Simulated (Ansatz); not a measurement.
**HfO₂ films: biaxial stress and wafer bow**

Plane-wave DFT in Ansatz, r2SCAN, scalar-relativistic PAW potentials, cutoff 500 eV, no spin-orbit coupling; no spin polarisation. HfO₂ in space group P4_2/mnm, a structure that wasn't matched to a measured phase, strained equally along a and b of the conventional cell, with c and the atoms relaxed within the symmetry (a film with c along the normal). Stress is the in-plane mean, tension positive.

| strain (%) | stress (GPa) | E − E(0) (meV/atom) |
| --- | --- | --- |
| -6.0 | ? | 117.6 |
| -4.0 | -16.88 | 51.2 |
| -2.0 | -8.13 | 12.5 |
| +0.0 | 0.00 | 0.0 |
| +2.0 | 7.32 | 11.8 |
| +4.0 | 13.62 | 45.4 |
| +6.0 | 18.68 | 97.6 |

Question: Fit the stress, get the biaxial modulus and predict the missing row.

Answer: A parabola through the given rows is σ = 0.09 + 3.807 ε -0.1150 ε² GPa (ε in %), so M = dσ/dε = 381 GPa at zero. It predicts -26.89 GPa at -6.0 %; the run gave -26.21 GPa. The miss is 0.68 GPa, so the fit holds even one step beyond its range. The negative square term means that the film is stiffer in compression than in tension. The energies check it: E/V = Mε² at small strain, and a cubic fit with V = 12.56 Å³/atom gives M = 381 GPa, in agreement.

Question: How much does a 50 nm film at +0.2 % strain bow a 300 mm Si(001) wafer 775 μm thick?

Answer: The fit, without its small constant, gives σ = 0.76 GPa. Stoney's formula, κ = 6σt_f/(M_s t_s²) with M_s = 180.5 GPa for Si(001) (literature), gives |κ| = 2.10×10⁻³ m⁻¹ and a bow κr²/2 = 23.7 μm at r = 150 mm, with the film side concave (tension pulls the edges up). This assumes a single-crystal or fully textured, unrelaxed film at 0 K.

Cost: about 20 core-minutes for the runs cited, on Intel Xeon Processor @ 2.50GHz (Skylake/Cascade Lake) (shared hosts).

This rutile-type form isn't the usual stable structure of the compound.